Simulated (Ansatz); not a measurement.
Crystal: InPd.

```xyz
2
Lattice="3.2719 0.0000 0.0000 0.0000 3.2719 0.0000 0.0000 0.0000 3.2719" Properties=species:S:1:pos:R:3 pbc="T T T"
In    0.0000    0.0000    0.0000
Pd    1.6359    1.6359    1.6359
```

The cell comes from a database or a generator and needn't be the stable form of this composition.

| Property | Result |
| --- | --- |
| Program | Ansatz 0.2.0 |
| Task | relaxation of cell and atoms |
| Functional | revPBE |
| Potentials or basis | Ansatz PAW |
| Cutoff | 420 eV (not typed: the program's choice for these potentials) |
| k mesh | 8 × 8 × 8 |
| Occupations | fermi-dirac, width 0.05 eV |
| Spin | no spin polarisation |

At the start: volume 17.51 Å³/atom.

Problem. How do energy, volume and symmetry change on relaxing?

Solution. It ends after 5 steps and the volume is 18.43 Å³/atom (+5.2 %); space group Pm-3m (No. 221, to 0.05 Å).

The path:
| step | energy change (eV) | largest force (eV/Å) | volume (Å³) |
| --- | --- | --- | --- |
| 1 | 0.0000 | 0.0000 | 35.03 |
| 2 | -0.0318 | 0.0000 | 37.04 |
| 3 | -0.0321 | 0.0000 | 36.88 |
| 4 | -0.0321 | 0.0000 | 36.86 |
| 5 | -0.0330 | 0.0000 | 36.86 |

Final structure:
```yaml
crystal:
  lattice:
    - [3.32791, 0.00000, 0.00000]
    - [0.00000, 3.32791, 0.00000]
    - [0.00000, 0.00000, 3.32791]
  atoms:
    - { symbol: In, position: [0.00000, 0.00000, 0.00000] }
    - { symbol: Pd, position: [0.50000, 0.50000, 0.50000] }
```

Caveat: the plane-wave basis is chosen anew once the cell has moved, so the energies of steps on either side of that aren't comparable; the PAW data sets come from PBE, with cores solved anew for the run's functional, which leaves a small shift of forces and pressure.
